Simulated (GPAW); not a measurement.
## Anisotropy of zigzag Cr chain, bond 2.237 A

Wanted: anisotropy for zigzag Cr chain, bond 2.237 A, with the cost of each step.

Program: GPAW 26.7.0. Level of theory: PBE; plane waves with GPAW's PAW setups, scalar-relativistic. Results are calculated unless marked as measured.

### Step 1. Set-up

The cell holds 2 atoms: 2 Cr. Its edges and angles: a = 12.000 Å, b = 12.000 Å, c = 2.684 Å, α = 90.0°, β = 90.0°, γ = 90.0°. model lattice. Vacuum lies along a and b. The structure's axis is c.

Structure file:

```
Cr
1.0
    12.00000    0.00000    0.00000
     0.00000   12.00000    0.00000
     0.00000    0.00000    2.68440
Cr
2
Direct
  0.42543 0.50000 0.00000
  0.57457 0.50000 0.50000
```

### Step 2. The magnetic state

All later steps read the density of this run.

order2.py reads:

```python
import json
import numpy as np
from ase import Atoms
from ase.parallel import paropen, parprint
from gpaw import GPAW

atoms = Atoms(['Cr', 'Cr'],
    cell=[[12.0, 0.0, 0.0],
         [0.0, 12.0, 0.0],
         [0.0, 0.0, 2.6844]],
    scaled_positions=[[0.42543333, 0.5, 0.0],
         [0.57456667, 0.5, 0.5]],
    pbc=True,
    magmoms=[2.5, -2.5])
atoms.calc = GPAW(mode={'name': 'pw', 'ecut': 550},
    xc='PBE',
    kpts={'size': (1, 1, 10), 'gamma': True},
    occupations={'name': 'fermi-dirac', 'width': 0.05},
    convergence={'density': 1e-05, 'energy': 1e-05},
    maxiter=200,
    symmetry={'tolerance': 1e-4},
    txt='order2.txt')
e = atoms.get_potential_energy(force_consistent=True)
res = {'free_energy': e, 'energy_sigma0': atoms.get_potential_energy(), 'fermi_energy': atoms.calc.get_fermi_level()}
res['moments'] = atoms.get_magnetic_moments().tolist()
res['total'] = atoms.get_magnetic_moment()
parprint('site moments (muB):', np.round(res['moments'], 3))
parprint(f"total moment: {res['total']:.3f} muB")
parprint(f'free energy: {e:.6f} eV')
atoms.calc.write('order2.gpw')
with paropen('results.json', 'w') as f:
    json.dump(res, f)
```

On the command line:

```console
OMP_NUM_THREADS=1 python3 order2.py > order2.log
```

Log:

```text
site moments (muB): [ 3.07 -3.07]
total moment: -0.000 muB
free energy: -13.870633 eV

--- order2.txt ---
Input parameters:
  mode=PW(ecut=550),
  convergence={'density': 1e-05, 'energy': 1e-05},
  kpts=MonkhorstPack(size=(1, 1, 10), gamma=True),
  maxiter=200,
  occupations=Occupations(name='fermi-dirac', width=0.05),
  symmetry=Symmetry(tolerance=0.0001),
  xc=XC(name='PBE')

Diagonalizing LCAO Hamiltonian
Converting LCAO to pw mode
        .----------------------------.
       /|                            |
      / |                            |
     /  .----------------------------.
    /  /                            /
   /  /              Cr            /
  /  /                            /
 *  /            Cr              /
 | /                            /
 |/                            /
 *----------------------------*

Atoms  # Å, Bohr magnetons
|   | symbol |        x |        y |        z |    initial magnetic moments |
|---|--------|----------|----------|----------|-----------------------------|
| 0 |     Cr | 5.105200 | 6.000000 | 0.000000 | ( 0.0000,  0.0000,  2.5000) |
| 1 |     Cr | 6.894800 | 6.000000 | 1.342200 | ( 0.0000,  0.0000, -2.5000) |

Unit cell  # Å
| periodic |         x |         y |        z |   lengths |    angles |
|----------|-----------|-----------|----------|-----------|-----------|
|      yes | 12.000000 |  0.000000 | 0.000000 | 12.000000 | 90.000000 |
|      yes |  0.000000 | 12.000000 | 0.000000 | 12.000000 | 90.000000 |
|      yes |  0.000000 |  0.000000 | 2.684400 |  2.684400 | 90.000000 |

Number of symmetries: 4

BZ-sampling:
  Number of BZ points: 10
  Number of IBZ points: 6

  Monkhorst-Pack size: [1, 1, 10]
  Monkhorst-Pack shift: [0.0, 0.0, 0.05]

Plane wave coefficients: 11350
Cutoff: 550.0 eV

Spin-components: 2 (collinear spins)
Bands:           12
Projectors:      12
Spin-degeneracy: 1
Datatype:        complex128

Parallelization:
  kpt:    1
  domain: 1
  band:   1

Density:
  Valence electrons: 12.0
  Components: 2
  Grid points: [70 70 15]
  Charge: 0.0  # |e|

Potential:
  Grid points: [70 70 15]

[... setups left out ...]
Reference energy: -57164.754899  # eV

eigensolver:
  PPCG
  Converge bands: occupied
  niter=2

density mixing:
  MSR1-Mixer
  Pratt-step length: 0.05
  Maximum mixing coefficient: 0.75
  Old densities: 10
  SVD Regularization: 0.005
  Good broyden scale: 1.0
  Trust region scale: 1.0
  Backstep threshold: 4.0
  History deletion threshold: 6.0
  Fourier metric: weight=20.0, sigma=0.015

occupation numbers:
  Fermi-Dirac:
    width: 0.0500  # eV

poisson solver:
  ecut: 4400.0  # eV

xc functional:
  name: PBE with 2 nearest neighbor stencil

convergence criteria:
- Maximum integral of absolute [dens]ity change: 1e-05 electrons / valence electron
- Maximum [total energy] change in last 3 cyles: 1e-05 eV / valence electron
- Maximum integral of absolute [eigenst]ate change: 4e-08 eV^2 / valence electron
maximum number of iterations: 200

SCF iterations
|iter     |      energy | eigst |  dens |  magmom |
|---------|-------------|-------|-------|---------|
|iter:   1|       0s |  -17.239088 | +0.68 |       |  +0.0000|
|iter:   2|       1s |  -16.219821 | -0.81 | -0.33 |  -0.0000|
|iter:   3|       2s |  -14.400697 | +0.65 | -0.38 |  +0.0001|
|iter:   4|       3s |  -13.683187 | -0.05 | -0.63 |  +0.0000|
|iter:   5|       4s |  -13.848417 | -1.08 | -0.81 |  +0.0003|
|iter:   6|       4s |  -13.939659 | -1.12 | -1.07 |  -0.0178|
|iter:   7|       5s |  -14.021591 | -0.89 | -1.05 |  +0.0142|
|iter:   8|       6s |  -13.855093 | -1.28 | -0.91 |  +0.0021|
|iter:   9|       7s |  -13.858563 | -2.05 | -1.49 |  +0.0038|
|iter:  10|       8s |  -13.860596 | -2.76 | -1.84 |  +0.0035|
|iter:  11|       8s |  -13.860619 | -3.33 | -2.10 |  +0.0034|
|iter:  12|       9s |  -13.860741 | -3.87 | -2.44 |  +0.0017|
|iter:  13|      10s |  -13.860753 | -4.14 | -2.68 |  +0.0006|
|iter:  14|      11s |  -13.860817c| -4.66 | -3.42 |  +0.0003|
|iter:  15|      12s |  -13.860832c| -5.08 | -3.66 |  +0.0001|
|iter:  16|      12s |  -13.860857c| -5.55 | -3.91 |  -0.0000|
|iter:  17|      13s |  -13.860848c| -5.93 | -4.17 |  +0.0000|
|iter:  18|      14s |  -13.860856c| -6.28 | -4.35 |  -0.0000|
|iter:  19|      15s |  -13.860851c| -6.70 | -4.48 |  +0.0000|
|iter:  20|      16s |  -13.860852c| -7.13 | -4.64 |  -0.0000|
|iter:  21|      16s |  -13.860851c| -7.37 | -4.92 |  -0.0000|
|iter:  22|      17s |  -13.860851c| -7.75c| -5.26c|  -0.0000|

Converged in 22 steps
Energy contributions relative to reference atoms: (reference = -57164.754899)

Energy contributions:
  Kinetic:           1.091894
  Coulomb:          -4.832462
  Zero:              0.170016
  External:          0.000000
  Xc:              -10.280516
  Entropy:          -0.019564
  Spinorbit:         0.000000
  ----------------------------
  Free energy:     -13.870633
  Extrapolated:    -13.860851

dipole moment: (0.000131, 0.000130, -6.433629)  # |e|*Ang

Total magnetic moment: (0.000000, 0.000000, -0.000001)

Local magnetic moments
|        x |        y |         z |
|----------|----------|-----------|
| 0.000000 | 0.000000 |  3.069863 |  # Cr   0
| 0.000000 | 0.000000 | -3.069864 |  # Cr   1

Fermi level: -2.645
Eigenvalues  # (at kpt = [0.000, 0.000, 0.000])
| band index |      eig [eV] | occ [0-1] |      eig [eV] | occ [0-1] |
|------------|---------------|-----------|---------------|-----------|
|          0 |        -6.668 |     1.000 |        -6.668 |     1.000 |
|          1 |        -5.518 |     1.000 |        -5.518 |     1.000 |
|          2 |        -4.322 |     1.000 |        -4.322 |     1.000 |
|          3 |        -4.109 |     1.000 |        -4.109 |     1.000 |
|          4 |        -3.608 |     1.000 |        -3.608 |     1.000 |
|          5 |        -2.926 |     0.996 |        -2.926 |     0.996 |
|          6 |        -2.722 |     0.823 |        -2.722 |     0.823 |
|          7 |        -2.185 |     0.000 |        -2.185 |     0.000 |
|          8 |        -1.405 |     0.000 |        -1.405 |     0.000 |
|          9 |        -0.779 |     0.000 |        -0.779 |     0.000 |
|         10 |        -0.704 |     0.000 |        -0.704 |     0.000 |
|         11 |        -0.145 |     0.000 |        -0.145 |     0.000 |

No gap
No difference between direct/indirect transitions
```

It took 19 s on 1 MPI rank of AMD EPYC 9R45, shared host; peak memory 0.36 GiB.

Numbers from this step:

- magnetization: 0 μB
- final state: antiferromagnetic
- largest moment: 3.070 μB

After 22 cycles the largest moment stands at 3.07 μB.

### Step 3. States for the response

The steps that follow sum over empty states, which the ground-state run does not converge; 17 states a spin are converged here at the frozen density and written with their wave functions.

It starts from the saved density of the lowest of the states tried.

nscf.py reads:

```python
from gpaw import GPAW

calc = GPAW('order2.gpw').fixed_density(
    kpts={'size': (1, 1, 12), 'gamma': True},
    nbands=21,
    convergence={'bands': 17, 'eigenstates': 1e-9},
    eigensolver='ppcg',
    parallel={'domain': 1},
    txt='nscf.txt')
calc.write('nscf.gpw', mode='all')
```

On the command line:

```console
OMP_NUM_THREADS=1 python3 nscf.py > nscf.log
```

Log:

```text
Input parameters:
  mode=PW(ecut=550),
  convergence={'bands': 17, 'eigenstates': 1e-09},
  eigensolver=PPCG(niter=2, min_niter=1, max_buffer_mem=209715200, blocksize=None, rr_modulo=5, include_cg=True, promote_inner_dtype=False, tolerances=None),
  gpts=array([70, 70, 15]),
  kpts=MonkhorstPack(size=(1, 1, 12), gamma=True),
  maxiter=200,
  nbands=21,
  occupations=Occupations(name='fermi-dirac', width=0.05),
  parallel={'domain': 1},
  symmetry=Symmetry(tolerance=0.0001),
  xc=XC(name='PBE')
```

The job ended after 73 s (1 MPI rank; peak memory 0.39 GiB).

### Step 4. Easy axis by the force theorem

Spin–orbit coupling is added in the basis of the saved states for each direction of the moments. The change in the band energy is the anisotropy energy, with no new self-consistent run.

anisotropy.py reads:

```python
import json
import numpy as np
from ase.parallel import paropen, parprint
from gpaw import GPAW
from gpaw.spinorbit import soc_eigenstates

calc = GPAW('nscf.gpw')
angles = [[0.0, 0.0], [90.0, 0.0], [90.0, 90.0], [45.0, 0.0]]  # theta, phi in degrees
res = {'rows': []}
for scale in [1.0]:
    e0 = None
    for theta, phi in angles:
        soc = soc_eigenstates(calc, n2=17, scale=scale, theta=theta, phi=phi)
        e = soc.calculate_band_energy()
        e0 = e if e0 is None else e0
        orbital = soc.get_orbital_magnetic_moments()
        res['rows'].append([scale, theta, phi, 1000 * (e - e0), orbital.tolist()])
        parprint(f'scale {scale} theta {theta:6.1f} phi {phi:6.1f}  dE = {1000 * (e - e0):9.4f} meV  |L| =', np.round(np.linalg.norm(orbital, axis=1), 4))
with paropen('results.json', 'w') as f:
    json.dump(res, f)
```

On the command line:

```console
OMP_NUM_THREADS=1 python3 anisotropy.py > anisotropy.log
```

Log:

```text
scale 1.0 theta    0.0 phi    0.0  dE =    0.0000 meV  |L| = [0.0128 0.0128]
scale 1.0 theta   90.0 phi    0.0  dE =    0.2099 meV  |L| = [0.0146 0.0146]
scale 1.0 theta   90.0 phi   90.0  dE =   -0.2839 meV  |L| = [0.0127 0.0127]
scale 1.0 theta   45.0 phi    0.0  dE =    0.1050 meV  |L| = [0.0137 0.0137]
```

Wall time 1.7 s (1 MPI rank); peak memory 0.21 GiB.

Directions, in the order of the table: z (the chain axis); x; y; 0.50 of the way from z (the chain axis) to x.

Theta from the Cartesian z axis, phi from x; spin up lies along the direction. Anisotropy, by row:

| spin-orbit scale | theta (degrees) | phi (degrees) | band energy less the first direction's (meV a cell) | orbital moment of atom 1 along the direction (μB) | sum of orbital moments along the direction (μB a cell) |
| --- | --- | --- | --- | --- | --- |
| 1 | 0 | 0 | 0 | -0.01284 | 0 |
| 1 | 90 | 0 | 0.2099 | -0.01455 | 0 |
| 1 | 90 | 90 | -0.2839 | -0.0127 | 0 |
| 1 | 45 | 0 | 0.105 | -0.01369 | 0 |

### Step 5. What came out

```json
{
  "state": "antiferromagnetic",
  "largest site moment": "3.07 μB",
  "spread of the directions' energies": "0.494 meV a cell",
  "easiest direction tried": "y"
}
```

**Reading.** About the antiferromagnetic state the directions differ by 0.494 meV a cell, with y easiest. The anisotropy comes from the force theorem at a frozen potential; it needs a check on a finer mesh, and shape anisotropy is not in it.

[Logs and program files are shortened in this print: banners, set-up blocks, solver, clock and traceback lines can be left out without a mark of their own.]

[Logs are printed without paths, hosts, clocks, repeated set-up lines and the standing remarks that a program may print on its own settings, such as how far it seeks lower states.]

[Hosts, paths, dates, database ids (printed as entryN), source tags and the programs' standing remarks are cut or masked in the printed files.]

[Where a cell is said to come from a database of computed structures, the database is the Materials Project.]
